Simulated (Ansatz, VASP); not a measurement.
# Ga3AsP2 in two plane-wave programs

One calculation is typed for both programs; each brings its own data sets. How far apart do they land? The cell is taken from a series of runs on this material, whose earlier steps may have relaxed, scaled, displaced or heated it; both programs get it as it stands.

Method: plane waves, with VASP 6.6.1 beside it; single point at PBEsol, spin-orbit coupling, in Ansatz 0.2.0.

### 1. The structure

The cell holds 12 atoms: 6 Ga, 2 As and 4 P. Cell: a = 3.900 Å, b = 3.900 Å, c = 16.510 Å, α = 90.0°, β = 90.0°, γ = 90.0°. It derives from GaAs. The structure's axis is c.

### 2. Ansatz: single point, PBEsol, spin-orbit coupling

Ansatz runs on its PAW fully relativistic soft_1 files.

With cell and atoms fixed, the geometry can't cause a difference; cores, projectors, grids and the points listed under the comparison can.

File input.yaml:

```yaml
crystal:
  lattice:
    - [3.9000961645, 0.0, 0.0]
    - [0.0, 3.9000961645, 0.0]
    - [0.0, 0.0, 16.5097913006]
  atoms:
    - { symbol: Ga, position: [0.0, 0.0, 0.0406770084] }
    - { symbol: As, position: [0.5, 0.0, 0.1281726223] }
    - { symbol: Ga, position: [0.5, 0.5, 0.215535208] }
    - { symbol: As, position: [0.0, 0.5, 0.3028977937] }
    - { symbol: Ga, position: [0.0, 0.0, 0.3903934076] }
    - { symbol: P, position: [0.5, 0.0, 0.4716572027] }
    - { symbol: Ga, position: [0.5, 0.5, 0.5530310174] }
    - { symbol: P, position: [0.0, 0.5, 0.6342792214] }
    - { symbol: Ga, position: [0.0, 0.0, 0.715535208] }
    - { symbol: P, position: [0.5, 0.0, 0.7967911945] }
    - { symbol: Ga, position: [0.5, 0.5, 0.8780393986] }
    - { symbol: P, position: [0.0, 0.5, 0.9594132133] }
kpoints:
  mp_grid: { grid: [6, 6, 2] }
  band_path:
    path:
      - [0.0, 0.0, 0.0]
      - [0.0, 0.5, 0.0]
      - [0.5, 0.5, 0.0]
      - [0.0, 0.0, 0.5]
      - [0.0, 0.5, 0.5]
      - [0.5, 0.5, 0.5]
    npoints: 1
hamiltonian:
  xc: pbesol
  pseudopotentials: { kind: paw_fr, azcp: { folder: soft_1 }, xc_functional: pbe }
scf:
  occupations: { method: fermi_dirac, width: 0.02 }
  n_extra_bands: 16
magnetization:
  noncollinear: true
  spin_orbit: true
output:
  eigenvalues: true
```

The run is started by

```console
$ ansatz run input.yaml --threads 2 --pin off --max-ram 73728MiB --backend cuda --events-out ev --progress --plain --runs-dir out --devices 1 --max-vram 13GiB
```

Numbers of over 12 decimals in the logs are rounded to 6 here.

The program printed:

```text
scf.n_extra_bands = 16 over 128 filled bands (N_el = 128.0): the run solves 144 bands
GPUs: using 1 of 1 available (devices: 1).
Engine: ansatz 0.2.0, x86_64-unknown-linux-gnu
Pseudopotentials: kind: paw_fr
Pseudopotential: Ga, paw, valence charge 13, recommended cutoff 420 eV (normal), soft_1/Ga.paw.azcp
Pseudopotential: As, paw, valence charge 15, recommended cutoff 420 eV (normal), soft_1/As.paw.azcp
Pseudopotential: P, paw, valence charge 5, recommended cutoff 420 eV (normal), soft_1/P.paw.azcp
Functional definition: PBEsol
  exchange = pbesol_x
  correlation = pbesol_c
non-collinear run that drives no moment, with spin-orbit: no starting moment large enough to seed its density (crystal.atoms[].spin), no starting occupations that ask for one, no magnetisation constraint and no magnetic field, so the semilocal B_xc is pinned to zero
device memory: the entry about to start is reckoned to put 6.1 GiB on a device that reports 42.0 GiB free (of which the cap on the GPU budget leaves the run 13.0 GiB)
GPU FFT provider: cuFFT
GPU libraries: cuBLAS 13.8.2, cuFFT 12.4.0, cuSOLVER 12.3.4
Crystal: 12 atoms, lattice volume = 251.126 Å³
Basis set: ecut = 420 eV, 4943 PW (Γ)
Bands: 144, of which v1, the nominal top of the filled ones, is band 128 counted from 1 (127 counted from 0)
Symmetry: 8 space group operations + 8 with time reversal
Magnetic group: BNS 115.284 (UNI 944), of the structure as read, at distance tolerance 6.3e-5 Å
k-points: 20 of 72
Projection manifold: j_resolved (fully-relativistic pseudo-atomic orbitals)
Non-local potential: Ga, projectors of the file, resolved by j, l = 0: 2, l = 1: 4, l = 2: 6, l = 3: 2
Non-local potential: As, projectors of the file, resolved by j, l = 0: 2, l = 1: 4, l = 2: 6, l = 3: 2
Non-local potential: P, projectors of the file, resolved by j, l = 0: 2, l = 1: 4, l = 2: 2
PAW form: soft (Blöchl's): semilocal exchange-correlation on the pseudo side does not see the compensation charge
PAW frozen core: Ga, regenerated for the run's functional, and the local potential with it (the file was generated under x = pbe(κ = 0.804, μ = 0.219515), c = pbe(β = 0.066725))
PAW frozen core: As, regenerated for the run's functional, and the local potential with it (the file was generated under x = pbe(κ = 0.804, μ = 0.219515), c = pbe(β = 0.066725))
PAW frozen core: P, regenerated for the run's functional, and the local potential with it (the file was generated under x = pbe(κ = 0.804, μ = 0.219515), c = pbe(β = 0.066725))
PAW one-centre angular grid: Ga, 590 points (default); XC on 64 Gauss nodes
PAW one-centre angular grid: As, 590 points (default); XC on 96 Gauss nodes
PAW one-centre angular grid: P, 110 points (default); XC on 64 Gauss nodes
Initial density: superposition of atomic densities (chi_scale 0.1, normalization cell, long waves kept (reshape's long-wave potential 0.70 eV rms))
Initial wavefunctions: pseudopotential atomic-orbital guess
GPU buffer pool allocated for 87480 grid points (all kernels)
GPU transforms: local potential and band sums: pruned to the plane-wave sphere, on 25×27×120
Functional: x = pbesol(κ = 0.804, μ = 0.123457), c = pbesol(β = 0.046)
SCF iter   1: F=—  HF=-35051.920776 eV  |F-HF|=—  |Δ(HF+E_count)|=         —  Δρ=4.52e-2  dr2=7.13e0  dr2_m=0.00e0 (ungated)  ethr=3.10e-3  |M|=0.00e0 ∫|m|=0.00e0 μB  |m|>n=0.0e0 m-floor=0.0e0 τ_xc=0.0e0  β_m=0.30  ⟨swp⟩=7.1  Hψ=14163  notcnv=0  defer=5
preconditioner: auto → Resta (q_TF=auto, 2.438 Å⁻¹)  ε∞=4.4  [insulator: Δε(μ)=0.195 eV  Ē_g=13.181 eV  σ=0.020 eV  W_gap=0.98  n_scr=68 (ndim 8)  ℏωp=24.4 eV  f_vac=0.000  D(μ)=0.03/eV (n_scr^D=0)  ε∞_Penn≈4.4]
spin=Noncollinear: Resta preconditioning applied to the charge; magnetization (m_x, m_y, m_z) channels mix plain (no charge-response kernel on spin).
SCF iter   2: F=—  HF=-35051.093736 eV  |F-HF|=—  |Δ(HF+E_count)|=   8.27e-1  Δρ=3.31e-2  dr2=2.48e0  dr2_m=0.00e0 (ungated)  ethr=3.10e-3  |M|=0.00e0 ∫|m|=0.00e0 μB  |m|>n=0.0e0 m-floor=0.0e0 τ_xc=0.0e0  β_m=0.57  ⟨swp⟩=2.5  Hψ=3586  notcnv=0  defer=137
SCF iter   3: F=—  HF=-35050.609377 eV  |F-HF|=—  |Δ(HF+E_count)|=   4.84e-1  Δρ=8.85e-3  dr2=1.87e-1  dr2_m=0.00e0 (ungated)  ethr=1.94e-3  |M|=0.00e0 ∫|m|=0.00e0 μB  |m|>n=0.0e0 m-floor=0.0e0 τ_xc=0.0e0  β_m=0.69  ⟨swp⟩=2.8  Hψ=3945  notcnv=0  defer=158
SCF iter   4: F=—  HF=-35050.576516 eV  |F-HF|=—  |Δ(HF+E_count)|=   3.29e-2  Δρ=2.00e-3  dr2=1.17e-2  dr2_m=0.00e0 (ungated)  ethr=1.46e-4  |M|=0.00e0 ∫|m|=0.00e0 μB  |m|>n=0.0e0 m-floor=0.0e0 τ_xc=0.0e0  β_m=0.68  ⟨swp⟩=3.4  Hψ=5751  notcnv=0  defer=162
SCF iter   5: F=—  HF=-35050.577029 eV  |F-HF|=—  |Δ(HF+E_count)|=   5.13e-4  Δρ=1.13e-3  dr2=3.41e-3  dr2_m=0.00e0 (ungated)  ethr=9.17e-6  |M|=0.00e0 ∫|m|=0.00e0 μB  |m|>n=0.0e0 m-floor=0.0e0 τ_xc=0.0e0  β_m=0.75  ⟨swp⟩=2.0  Hψ=5463  notcnv=0  defer=166
[...]
SCF iter   7: F=—  HF=-35050.578513 eV  |F-HF|=—  |Δ(HF+E_count)|=   5.02e-4  Δρ=9.43e-5  dr2=2.39e-5  dr2_m=0.00e0 (ungated)  ethr=3.76e-7  |M|=0.00e0 ∫|m|=0.00e0 μB  |m|>n=0.0e0 m-floor=0.0e0 τ_xc=0.0e0  β_m=0.67  ⟨swp⟩=2.0  Hψ=5274  notcnv=0  defer=166
SCF iter   8: F=—  HF=-35050.578882 eV  |F-HF|=—  |Δ(HF+E_count)|=   3.68e-4  Δρ=3.78e-5  dr2=2.31e-6  dr2_m=0.00e0 (ungated)  ethr=1.86e-8  |M|=0.00e0 ∫|m|=0.00e0 μB  |m|>n=0.0e0 m-floor=0.0e0 τ_xc=0.0e0  β_m=0.83  ⟨swp⟩=2.0  Hψ=5384  notcnv=0  defer=166
SCF iter   9: F=—  HF=-35050.578890 eV  |F-HF|=—  |Δ(HF+E_count)|=   8.60e-6  Δρ=2.03e-5  dr2=7.17e-7  dr2_m=0.00e0 (ungated)  ethr=1.80e-9  |M|=0.00e0 ∫|m|=0.00e0 μB  |m|>n=0.0e0 m-floor=0.0e0 τ_xc=0.0e0  β_m=0.79  ⟨swp⟩=2.0  Hψ=4874  notcnv=0  defer=166
SCF iter  10: F=—  HF=-35050.578890 eV  |F-HF|=—  |Δ(HF+E_count)|=   2.49e-7  Δρ=5.66e-6  dr2=6.56e-8  dr2_m=0.00e0 (ungated)  ethr=7.81e-11  |M|=0.00e0 ∫|m|=0.00e0 μB  |m|>n=0.0e0 m-floor=0.0e0 τ_xc=0.0e0  β_m=0.72  ⟨swp⟩=11.3  Hψ=14974  notcnv=0
SCF iter  11: F=-35050.578890 eV  HF=-35050.578890 eV  |F-HF|=7.51e-9  |Δ(HF+E_count)|=   4.08e-8  Δρ=1.72e-6  dr2=7.95e-9  dr2_m=0.00e0 (ungated)  ethr=5.13e-11  |M|=0.00e0 ∫|m|=0.00e0 μB  |m|>n=0.0e0 m-floor=0.0e0 τ_xc=0.0e0  ⟨swp⟩=3.2  Hψ=8027  notcnv=0
SCF 1 converged in 11 iterations: F = -35050.578890 eV  dr2 = 7.95e-9
  greatest PAW one-centre occupation: 0.999 electrons in one spin orbital (limit 2), on the As atom at site 3 (counted from 0), in its partial waves of l = 2
device memory: the entry about to start is reckoned to put 3.4 GiB on a device that reports 42.0 GiB free (of which the cap on the GPU budget leaves the run 13.0 GiB)
NSCF: frozen V_eff on 6 k-points
SCF converged after 11 iterations
Magnetization: |M| = 0.0000 μB,  M = (+0.0000, +0.0000, +0.0000) μB
Absolute magnetization: 0.0000 μB (∫|m|)
  site 0: m = (+0.0000, +0.0000, +0.0000) μB, |m| = 0.0000 μB  (R = 0.98 Å)
  site 1: m = (+0.0000, +0.0000, +0.0000) μB, |m| = 0.0000 μB  (R = 1.00 Å)
  site 2: m = (+0.0000, +0.0000, +0.0000) μB, |m| = 0.0000 μB  (R = 1.00 Å)
  site 3: m = (+0.0000, +0.0000, +0.0000) μB, |m| = 0.0000 μB  (R = 1.00 Å)
  site 4: m = (+0.0000, +0.0000, +0.0000) μB, |m| = 0.0000 μB  (R = 0.98 Å)
  site 5: m = (+0.0000, +0.0000, +0.0000) μB, |m| = 0.0000 μB  (R = 0.98 Å)
  site 6: m = (+0.0000, +0.0000, +0.0000) μB, |m| = 0.0000 μB  (R = 0.98 Å)
  site 7: m = (+0.0000, +0.0000, +0.0000) μB, |m| = 0.0000 μB  (R = 0.98 Å)
  site 8: m = (+0.0000, +0.0000, +0.0000) μB, |m| = 0.0000 μB  (R = 0.98 Å)
  site 9: m = (+0.0000, +0.0000, +0.0000) μB, |m| = 0.0000 μB  (R = 0.98 Å)
  site 10: m = (+0.0000, +0.0000, +0.0000) μB, |m| = 0.0000 μB  (R = 0.98 Å)
  site 11: m = (+0.0000, +0.0000, +0.0000) μB, |m| = 0.0000 μB  (R = 0.98 Å)
Free energy (F): -35050.578890 eV
Harris-Foulkes:  -35050.578890 eV  (|F-HF|=7.51e-9)
Internal energy: -35050.578890 eV  (E = F + TS)
E sigma→0 (E₀):  -35050.578890 eV
Fermi energy:    8.035706 eV
--- Per-component energies (eV) ---
  E_band       = -886.831898
  E_kinetic    = 1142.895889
  E_local      = -16314.467569  (includes V_loc(G=0)·N_el)
  E_nonlocal   = -1202.916447
  E_hartree    = 9460.959849
  E_xc         = -806.381928
  E_vxc        = -729.169113  (∫ρ·V_xc dr)
  E_paw        = -17831.984214  (= ΣΔE_a)
  E_vpaw       = -2705.093040  (= ΣTr[D̂ρ^β])
  E_aug_tail   = -0.001269  (compensation charges beyond the density's cutoff)
  E_ewald      = -9506.001628
  E_core_change = 7.318427  (= ΣΔE_core)
  E_smearing   = -0.000000  (= −TS)
  E_closure    = -0.000000  (closes the sum)
  Σ components = -35050.578890   (vs F -35050.578890, Δ=0.00e0)
--- Band table (eV; the first three rows and the last of 20) ---
  k-point 0: bands = [... 124 lower, 7.4052, 7.4052, 7.4522, 7.4522, 8.6356, 8.6356, 8.6782, 8.6782, ... 12 higher]
  k-point 1: bands = [... 124 lower, 7.1112, 7.1112, 7.2504, 7.2504, 8.6445, 8.6445, 8.6557, 8.6557, ... 12 higher]
  k-point 2: bands = [... 124 lower, 6.6349, 6.6461, 7.2874, 7.2925, 8.9902, 8.9912, 9.4062, 9.4063, ... 12 higher]
  k-point 19: bands = [... 124 lower, 4.4669, 4.4669, 4.4852, 4.4852, 9.2324, 9.2324, 9.2570, 9.2570, ... 12 higher]
```

Reading the cycles: dr2 is the Hartree energy of the density residual (eV), the measure of convergence; HF is the Harris–Foulkes estimate of the energy, which meets the free energy F at convergence.

(Part 1 of 2 ends here.)

[Lines on the potential files, build, host, timing and source positions are cut from VASP's logs without a mark.]

[Logs are printed without paths, hosts, clocks, repeated set-up lines and the standing remarks that a program may print on its own settings, such as how far it seeks lower states.]

[Hosts, paths, dates, database ids (printed as entryN), source tags and the programs' standing remarks are cut or masked in the printed files.]
